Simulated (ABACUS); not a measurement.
# ZnS (F-43m) in ABACUS: a series of runs

One crystal, ZnS, is run at these levels: TPSS, SCAN; tasks: relaxation of cell and atoms, single point.

All numbers are computed with ABACUS 3.10.1; they aren't measurements. Logs are shortened: lines on timing, memory, paths and dates and some standing lists are left out, and cuts for length are marked.

**Experimental background.**

From “Electronic, vibrational, and thermodynamic properties of ZnS (zincblende and rocksalt structure)”, 2009, arxiv:0911.5022, for a bulk crystal of ZnS at 19 K: band gap 3.85 eV (direct).

The results are compared with them further down.

## (1) Starting point

Symmetry: F-43m, No. 216, cubic system. The conventional cell has a = 5.404 Å, b = 5.404 Å, c = 5.404 Å, α = 90.00°, β = 90.00°, γ = 90.00°. Zn (site symmetry -43m) has 4 S at 2.34 Å as nearest neighbours. S (site symmetry -43m) is surrounded by 4 Zn at 2.34 Å.

## (2) Relaxation of cell and atoms, TPSS

Contents of INPUT:

```
INPUT_PARAMETERS
suffix              ZnS
calculation         cell-relax
basis_type          pw
pseudo_dir          ./
latname             fcc
symmetry            1
dft_functional      MGGA_X_TPSS+MGGA_C_TPSS
ecutwfc             97
pseudo_rcut         10
nspin               1
nbands              17
ks_solver           dav
smearing_method     fd
smearing_sigma      0.00367493
scf_thr             1e-08
scf_nmax            100
mixing_type         broyden
mixing_beta         0.7
cal_force           1
cal_stress          1
mixing_tau          1
relax_nmax          60
force_thr_ev        0.01
relax_method        cg
out_stru            1
stress_thr          0.5
kpar                4
```

Contents of STRU:

```
ATOMIC_SPECIES
Zn 65.3800 Zn_ONCV_PBE-1.2.upf
S 32.0600 S_ONCV_PBE-1.2.upf

LATTICE_CONSTANT
10.2120799775

ATOMIC_POSITIONS
Direct

Zn
0.0
1
0.2500000000 0.2500000000 0.2500000000 1 1 1

S
0.0
1
0.0000000000 0.0000000000 0.0000000000 1 1 1
```

Contents of KPT:

```
K_POINTS
0
Gamma
6 6 6 0 0 0
```

Potentials or basis: SG15 ONCV 1.2 PBE, plane waves.

Run with:

```console
$ OMP_NUM_THREADS=1 mpirun -np 4 abacus > log
```

running log:

```text
ABACUS v3.10.1

               Atomic-orbital Based Ab-initio Computation at UStc

 ------------------------------------------------------------------------------------

 READING GENERAL INFORMATION
                           global_out_dir = OUT.ZnS/
                           global_in_card = INPUT
                               pseudo_dir = ./
                              orbital_dir =
                                    DSIZE = 4
                                    GSIZE = 1

 READING UNITCELL INFORMATION
                                    ntype = 2
                  lattice constant (Bohr) = 10.2121
              lattice constant (Angstrom) = 5.404

 READING ATOM TYPE 1
                               atom label = Zn
                      L=0, number of zeta = 1
                      L=1, number of zeta = 1
                      L=2, number of zeta = 1
             number of atom for this type = 1

 READING ATOM TYPE 2
                               atom label = S
                      L=0, number of zeta = 1
                      L=1, number of zeta = 1
                      L=2, number of zeta = 1
             number of atom for this type = 1

                        TOTAL ATOM NUMBER = 2
DIRECT COORDINATES
    atom                   x                   y                   z     mag                  vx                  vy                  vz
taud_Zn1            0.2500000000        0.2500000000        0.2500000000  0.0000        0.0000000000        0.0000000000        0.0000000000
taud_S1            0.0000000000        0.0000000000        0.0000000000  0.0000        0.0000000000        0.0000000000        0.0000000000

                          Volume (Bohr^3) = 266.246
                             Volume (A^3) = 39.4535

 Lattice vectors: (Cartesian coordinate: in unit of a_0)
                 -0.5                  +0                +0.5
                   +0                +0.5                +0.5
                 -0.5                +0.5                  +0
 Reciprocal vectors: (Cartesian coordinate: in unit of 2 pi/a_0)
                   -1                  -1                  +1
                   +1                  +1                  +1
                   -1                  +1                  -1
 The esolver type has been set to : ksdft_pw

                PAO radial cut off (Bohr) = 10

 Read in pseudopotential file is Zn_ONCV_PBE-1.2.upf
                     pseudopotential type = NC
          exchange-correlation functional = PBE
                 nonlocal core correction = 0
                        valence electrons = 20
                                     lmax = 2
                           number of zeta = 0
                     number of projectors = 6
                           L of projector = 0
                           L of projector = 0
                           L of projector = 1
                           L of projector = 1
                           L of projector = 2
                           L of projector = 2
 XC functional updated to : MGGA_X_TPSS+MGGA_C_TPSS
          exchange-correlation functional = MGGA_X_TPSS+MGGA_C_TPSS
                PAO radial cut off (Bohr) = 10

 Read in pseudopotential file is S_ONCV_PBE-1.2.upf
                     pseudopotential type = NC
          exchange-correlation functional = PBE
                 nonlocal core correction = 0
                        valence electrons = 6
                                     lmax = 1
                           number of zeta = 0
                     number of projectors = 4
                           L of projector = 0
                           L of projector = 0
                           L of projector = 1
                           L of projector = 1
 XC functional updated to : MGGA_X_TPSS+MGGA_C_TPSS
          exchange-correlation functional = MGGA_X_TPSS+MGGA_C_TPSS
     initial pseudo atomic orbital number = 0

 SETUP THE ELECTRONS NUMBER
            electron number of element Zn = 20
      total electron number of element Zn = 20
             electron number of element S = 6
       total electron number of element S = 6
            AUTOSET number of electrons:  = 26
                           occupied bands = 13
                                   NBANDS = 17
                                   NLOCAL = 18

[... 156 lines left out ...]
                                     npwx = 4315

 -------------------------------------------
 STEP OF RELAXATION : 1
 -------------------------------------------
                                 init_chg = atomic

 PW ALGORITHM --------------- ION=   1  ELEC=   1--------------------------------
 Notice: Threshold on eigenvalues was too large.
 hsover_error=0.26 > DRHO=0.125259
 Origin diag ethr = 0.01
 New diag ethr = 0.000481766
[... 116 lines left out ...]
 charge density convergence is achieved
 final etot is -5724.1535592 eV
 EFERMI = 8.6268804828 eV

 STATE ENERGY(eV) AND OCCUPATIONS    NSPIN == 1
[... levels at 4 further k points ...]

------------------------------------------------------------------------------------------
 TOTAL-FORCE (eV/Angstrom)
------------------------------------------------------------------------------------------
                       Zn1         0.0000000000         0.0000000000         0.0000000000
                        S1         0.0000000000         0.0000000000         0.0000000000
------------------------------------------------------------------------------------------
[... 13 lines left out ...]
 Largest gradient in stress is 24.213100 kbar.
 Threshold is 0.500000 kbar.

 Relaxation is not converged yet!
DIRECT COORDINATES
    atom                   x                   y                   z     mag                  vx                  vy                  vz
taud_Zn1            0.2500000000        0.2500000000        0.2500000000  0.0000        0.0000000000        0.0000000000        0.0000000000
taud_S1            0.0000000000        0.0000000000        0.0000000000  0.0000        0.0000000000        0.0000000000        0.0000000000

                          Volume (Bohr^3) = 278.330177
                             Volume (A^3) = 41.244228
[... 10 lines left out ...]
 -------------------------------------------
 STEP OF RELAXATION : 2
 -------------------------------------------

[... set-up of the moved cell ...]

 PW ALGORITHM --------------- ION=   2  ELEC=   1--------------------------------
 Notice: Threshold on eigenvalues was too large.
 hsover_error=0.260000 > DRHO=0.001258
 Origin diag ethr = 0.010000
 New diag ethr = 0.000005

 Density error is 0.000101515259
                          Error Threshold = 0.000004838144
----------------------------------------------------------
     Energy           Rydberg                 eV
----------------------------------------------------------
 E_KohnSham     -420.6517664569      -5723.2608975794
 E_Harris       -420.7117602949      -5724.0771556210
 E_Fermi        0.5862770646         7.9767086856
----------------------------------------------------------

[... 4 further cycles ...]
 PW ALGORITHM --------------- ION=   2  ELEC=   6--------------------------------

 Density error is 0.000000000697
                          Error Threshold = 0.000000000138
----------------------------------------------------------
     Energy           Rydberg                 eV
----------------------------------------------------------
 E_KohnSham     -420.7179899153      -5724.1619139539
 E_KS(sigma->0) -420.7179899152      -5724.1619139539
 E_Harris       -420.7184960364      -5724.1688000860
 E_band         -47.4402832155       -645.4581664652
 E_one_elec     -343.2595908559      -4670.2863287889
 E_Hartree      174.7992537630       2378.2658573241
 E_xc           -40.8141505879       -555.3050070260
 E_Ewald        -211.4435022344      -2876.8364354632
 E_entropy(-TS) -0.0000000000        -0.0000000000
 E_descf        0.0000000000         0.0000000000
[... 4 lines left out ...]
 charge density convergence is achieved
 final etot is -5724.16191395395 eV
 EFERMI = 7.98798686810 eV

 STATE ENERGY(eV) AND OCCUPATIONS    NSPIN == 1
[... levels at 4 further k points ...]

------------------------------------------------------------------------------------------
 TOTAL-FORCE (eV/Angstrom)
------------------------------------------------------------------------------------------
                       Zn1         0.0000000000         0.0000000000         0.0000000000
                        S1         0.0000000000         0.0000000000         0.0000000000
------------------------------------------------------------------------------------------
[... 13 lines left out ...]
 Largest gradient in stress is 7.992611 kbar.
 Threshold is 0.500000 kbar.

 Relaxation is not converged yet!
DIRECT COORDINATES
    atom                   x                   y                   z     mag                  vx                  vy                  vz
taud_Zn1            0.2500000000        0.2500000000        0.2500000000  0.0000        0.0000000000        0.0000000000        0.0000000000
taud_S1            0.0000000000        0.0000000000        0.0000000000  0.0000        0.0000000000        0.0000000000        0.0000000000

                          Volume (Bohr^3) = 275.045105
                             Volume (A^3) = 40.757431
[... 10 lines left out ...]
 -------------------------------------------
 STEP OF RELAXATION : 3
 -------------------------------------------

[... set-up of the moved cell ...]

 PW ALGORITHM --------------- ION=   3  ELEC=   1--------------------------------
 Notice: Threshold on eigenvalues was too large.
 hsover_error=0.260000 > DRHO=0.000134
 Origin diag ethr = 0.010000
 New diag ethr = 0.000001

 Density error is 0.000076535081
                          Error Threshold = 0.000000515636
----------------------------------------------------------
     Energy           Rydberg                 eV
----------------------------------------------------------
 E_KohnSham     -420.7180385249      -5724.1625753224
 E_Harris       -420.6344078379      -5723.0247214507
 E_Fermi        0.6044210313         8.2235700161
----------------------------------------------------------

[... 4 further cycles ...]
 PW ALGORITHM --------------- ION=   3  ELEC=   6--------------------------------

 Density error is 0.000000000728
                          Error Threshold = 0.000000000066
----------------------------------------------------------
     Energy           Rydberg                 eV
----------------------------------------------------------
 E_KohnSham     -420.7180784014      -5724.1631178701
 E_KS(sigma->0) -420.7180784014      -5724.1631178701
 E_Harris       -420.7179200410      -5724.1609632664
 E_band         -47.1829607295       -641.9571144308
 E_one_elec     -341.8357437685      -4650.9138953202
 E_Hartree      174.2224486666       2370.4180213783
 E_xc           -40.8228004948       -555.4226950460
 E_Ewald        -212.2819828047      -2888.2445488821
 E_entropy(-TS) -0.0000000000        -0.0000000000
 E_descf        0.0000000000         0.0000000000
[... 104 lines left out ...]
 Largest gradient in stress is 0.092219 kbar.
 Threshold is 0.500000 kbar.

 Relaxation is converged!

 --------------------------------------------
 !FINAL_ETOT_IS -5724.1631178700999953 eV
 --------------------------------------------
```

Wall time 62 s (4 MPI ranks of Intel Xeon Platinum 8488C (Sapphire Rapids), shared host); peak memory 0.44 GiB.

Results:

```
Free energy                            : -5724.1631 eV
Relaxed volume                         : 20.38 Å³/atom
Relaxed cell                           : a = 3.863 Å, b = 3.863 Å, c = 3.863 Å, α = 60.00°, β = 60.00°, γ = 60.00°
Space group after relaxing (to 0.05 Å) : F-43m (No. 216)
Energy gained by relaxing              : 4.8 meV/atom
Ionic steps                            : 3
Pressure after relaxing                : 0.0 GPa
Band gap on the k mesh                 : 2.18 eV, direct
```

Step by step:
| step | energy change (eV) | largest force (eV/Å) | pressure (GPa) | volume (Å³) |
| --- | --- | --- | --- | --- |
| 1 | 0.0000 | 0.0000 | 2.42 | 39.45 |
| 2 | -0.0084 | 0.0000 | -0.80 | 41.24 |
| 3 | -0.0096 | 0.0000 | 0.01 | 40.76 |

Final structure:
```cif
data_structure
_symmetry_space_group_name_H-M 'P 1'
_symmetry_Int_Tables_number 1
_cell_length_a 3.8628
_cell_length_b 3.8628
_cell_length_c 3.8628
_cell_angle_alpha 60.000
_cell_angle_beta 60.000
_cell_angle_gamma 60.000
_cell_volume 40.76
loop_
_atom_site_label
_atom_site_type_symbol
_atom_site_fract_x
_atom_site_fract_y
_atom_site_fract_z
_atom_site_occupancy
Zn1 Zn 0.25000 0.25000 0.25000 1
S1 S 0.00000 0.00000 0.00000 1
```

Levels at points of the mesh, in eV from the valence-band top:
```
           k point  band 10  band 11  band 12  band 13  band 14  band 15  band 16  band 17
(0.00, 0.00, 0.00)    -5.76     0.00     0.00     0.00     2.18     6.72     6.72     6.72
(0.50, 0.50, 0.50)    -5.56    -5.09    -0.82    -0.82     3.49     7.19     7.19     8.86
(0.50, 0.50, 0.00)    -5.55    -4.40    -2.12    -2.12     3.57     4.30    10.95    12.14
```

Caveat: the potentials were made for another functional, which shifts forces and pressure. TPSS opens gaps a little over a GGA but as a rule still falls short of measured ones.

## (3) Single point, SCAN

Contents of run_abacus.py:

```python
"""ABACUS run from a structure file: ASE reads it, the script writes STRU, KPT and INPUT."""
import re
import subprocess
from ase.io import read
from ase.units import Bohr

atoms = read("POSCAR")
atoms = atoms[(-atoms.numbers).argsort(kind="stable")]  # ABACUS lists atoms element by element
pseudo = {'Zn': 'Zn_ONCV_PBE-1.2.upf', 'S': 'S_ONCV_PBE-1.2.upf'}
orbital = {'Zn': 'Zn_confined-atom_7au_3s2p2d1f.orb', 'S': 'S_confined-atom_7au_2s2p1d.orb'}
magmoms = None
kmesh = [7, 7, 7]
params = {
    'suffix': 'ZnS',
    'calculation': 'scf',
    'basis_type': 'lcao',
    'pseudo_dir': './',
    'orbital_dir': './',
    'symmetry': 1,
    'dft_functional': 'scan',
    'ecutwfc': 100,
    'pseudo_rcut': 10,
    'nspin': 1,
    'nbands': 23,
    'ks_solver': 'genelpa',
    'smearing_method': 'fd',
    'smearing_sigma': 0.00367493,
    'scf_thr': 1e-07,
    'scf_nmax': 100,
    'mixing_type': 'broyden',
    'mixing_beta': 0.7,
    'cal_force': 1,
    'cal_stress': 1,
    'mixing_tau': 1,
    'out_mul': 1,
    'out_chg': 1,
}

symbols = atoms.get_chemical_symbols()
elements = list(dict.fromkeys(symbols))
lines = ["ATOMIC_SPECIES"] + [f"{e} {atoms.get_masses()[symbols.index(e)]:.4f} {pseudo[e]}" for e in elements]
if orbital:
    lines += ["", "NUMERICAL_ORBITAL"] + [orbital[e] for e in elements]
lines += ["", "LATTICE_CONSTANT", f"{1 / Bohr:.10f}", "", "LATTICE_VECTORS"]
lines += [" ".join(f"{x:.10f}" for x in v) for v in atoms.cell]
lines += ["", "ATOMIC_POSITIONS", "Direct"]
for e in elements:
    lines += ["", e, "0.0", str(symbols.count(e))]
    for i, p in enumerate(atoms.get_scaled_positions(wrap=False)):
        if symbols[i] == e:
            mag = "" if magmoms is None else " mag " + " ".join(str(x) for x in (magmoms[i] if isinstance(magmoms[i], list) else [magmoms[i]]))
            lines.append(" ".join(f"{x:.10f}" for x in p) + " 1 1 1" + mag)
open("STRU", "w").write("\n".join(lines) + "\n")
open("KPT", "w").write("K_POINTS\n0\nGamma\n%d %d %d 0 0 0\n" % tuple(kmesh))
open("INPUT", "w").write("INPUT_PARAMETERS\n" + "".join(f"{k:<20s}{v}\n" for k, v in params.items()))

done = subprocess.run(['mpirun', '-np', '4', 'abacus'])
if done.returncode:
    raise SystemExit(done.returncode)
log = open("OUT.ZnS/running_scf.log").read()
print("final energy (eV):", re.findall(r"FINAL_ETOT_IS (\S+)", log))
```

Contents of POSCAR:

```
ZnS
1.0
    0.0000000000      2.7020000000      2.7020000000
    2.7020000000      0.0000000000      2.7020000000
    2.7020000000      2.7020000000      0.0000000000
Zn S
1 1
Direct
    0.7500000000      0.7500000000      0.7500000000
    0.0000000000      0.0000000000      0.0000000000
```

Potentials or basis: SG15 ONCV 1.2 PBE, DZP LCAO (the cutoffs set its grid).

Run with:

```console
$ OMP_NUM_THREADS=1 python run_abacus.py > log
```

Wall time 15 s (4 MPI ranks of AMD EPYC 7R43 (Zen 3), shared host); peak memory 0.44 GiB.

Results (log left out):

```
Free energy            : -5726.3658 eV
Pressure               : 0.6 GPa
Band gap on the k mesh : 2.72 eV, direct
Mulliken charges       : Zn +0.29; S -0.29 e
```

Levels at points of the mesh, in eV from the valence-band top:
| k point | band 10 | band 11 | band 12 | band 13 | band 14 | band 15 | band 16 | band 17 |
| --- | --- | --- | --- | --- | --- | --- | --- | --- |
| (0.00, 0.00, 0.00) | -6.19 | 0.00 | 0.00 | 0.00 | 2.72 | 7.07 | 7.07 | 7.07 |

Caveat: the atomic orbitals were generated for these runs and aren't a published set; Mulliken charges move with the basis; the potentials were made for another functional, which shifts forces and pressure; the basis of atomic orbitals isn't converged, which shifts pressures, moduli and gaps.

## (4) How close it comes

Step 3. Measured gap of ZnS: 3.85 eV (direct; 19 K; quoted in “Electronic, vibrational, and thermodynamic properties of ZnS (zincblende and rocksalt structure)”, 2009, arxiv:0911.5022). This calculation gives 2.72 eV (-1.13 eV). The value is that of SCAN in an atomic basis (SG15 ONCV 1.2 PBE, DZP LCAO (the cutoffs set its grid)), whose error adds to the functional's,, without temperature or zero-point motion.
